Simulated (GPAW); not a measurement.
The system is AlCu3.

```
Cu Al
1.0
     0.00000    2.88801    2.88801
     2.88801    0.00000    2.88801
     2.88801    2.88801    0.00000
Cu Al
3 1
Direct
  0.75000 0.75000 0.75000
  0.25000 0.25000 0.25000
  0.50000 0.50000 0.50000
  0.00000 0.00000 0.00000
```

The cell comes from a database or a generator and needn't be the stable form of this composition.

Base run:

| Quantity | Value |
| --- | --- |
| Program | GPAW 26.7.0 |
| Functional | LDA |
| Potentials or basis | the program's PAW data sets (release 1.2.1) made for this functional |
| Cutoff | 600 eV |
| Basis | pw |
| k mesh | 8 × 8 × 8 |
| Occupations | fermi-dirac, width 0.05 eV |
| Spin | no spin polarisation |

Its results: pressure -5.3 GPa.

The run is repeated on the same cell with these changes: functional from LDA to PBEsol; potentials or basis from the program's PAW data sets (release 1.2.1) made for this functional to PAW data sets generated in the run's folder for this functional. What comes out?

Pressure 0.7 GPa.

Caveats: with this Cu data set, volumes or pressures lay over 1.5 % or 2 GPa off other programs in two to four cells of ten.
